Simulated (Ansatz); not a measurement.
ZrSe2 (started from an entry of an open crystallographic database), relaxed with r2SCAN+rVV10, was run in Ansatz under altered settings. All numbers are computed, without spin polarisation but where a row says otherwise.

```yaml
crystal:
  lattice:
    - [3.78939, 0.00000, 0.00000]
    - [-1.89469, 3.28170, 0.00000]
    - [0.00000, 0.00000, 6.18068]
  atoms:
    - { symbol: Zr, position: [0.00000, 0.00000, 0.00000] }
    - { symbol: Se, position: [0.33333, 0.66667, 0.25375] }
    - { symbol: Se, position: [0.66667, 0.33333, 0.74625] }
```

The base run's other keys:
```yaml
kpoints:
  mp_grid: { grid: [6, 6, 2] }
hamiltonian:
  xc: hse06
scf:
  occupations: { method: fixed }
  n_extra_bands: 4
```

It takes 20 iterations with 1521 plane waves at 420 eV and 14 k points, and leaves a mean stress of +0.35 GPa. The gap over this mesh is 0.960 eV.

Outcomes, with energy and stress as changes against the base:

| setting | outcome | ΔF (meV/atom) | Δ mean stress (GPa) | gap on the mesh (eV) | iterations |
| --- | --- | --- | --- | --- | --- |
| scf.exx.max_outer_iter: 1 | refused | – | – | – | – |
| PBE hybrid, exx coeff 0.35, omega 0.5 1/Å | converged | – | +0.1 | 0.716 | 22 |
| scf.exx.max_outer_iter: 2 | not converged | – | – | – | 20 |
| PBE hybrid, exx coeff 0.75, unscreened | converged | – | -1.9 | 4.702 | 26 |
| scf.eigensolver.kind: dense | converged | 0.0 | 0.0 | 0.960 | 19 |
| basis.ecutrho_ratio: 1 | converged, warned | -560 | +14.0 | 0.985 | 20 |

A dash marks a value that wasn't obtained or can't be compared. Stress is positive in compression. The base's mesh is coarse for a hybrid, so its own values aren't converged.

- scf.exx.max_outer_iter: 1. It is rejected at once. Error: invalid value for `scf.exx.max_outer_iter`: an exchange loop that starts behind the semilocal warm-up accepts no state before cycle 2, and this deck runs one: type 2 or more, or drop the key
- PBE hybrid, exx coeff 0.35, omega 0.5 1/Å. That is 35 % exact exchange, screened with ω = 0.5 1/Å, against HSE06's 25 % screened at 0.208 1/Å. The mean stress moves by +0.1 GPa and the gap on the mesh by -0.244 eV (to 0.716). Totals of different functionals aren't comparable.
- scf.exx.max_outer_iter: 2. No converged result was reached. It stopped after 20 iterations; the base needs 20. Nothing that it printed is a property of the solid. Error: did not converge after 2 iterations: force_stationarity_tail = 1.85e-3 eV/Å (threshold 1.00e-3 eV/Å); what the largest force component was estimated still to have to move (the value above […]
- PBE hybrid, exx coeff 0.75, unscreened. That is 75 % exact exchange, at all ranges, against HSE06's 25 % screened at 0.208 1/Å. The mean stress moves by -1.9 GPa and the gap on the mesh by +3.742 eV (to 4.702). Totals of different functionals aren't comparable.
- basis.ecutrho_ratio: 1. The free energy moves by -560 meV an atom, the mean stress by +14.0 GPa and the gap on the mesh by +0.025 eV (to 0.985). A density grid this coarse aliases the density, so the change is an error. Warned: cutoff below recommended.

Within 1 meV an atom, 0.1 GPa and 0.005 eV of the base stay: scf.eigensolver.kind: dense.

The runs are scalar-relativistic, without spin-orbit coupling.

The stress of a hybrid is loosely converged in these runs.

The meshes of the hybrids are coarse, so their gaps aren't converged to the digits shown.
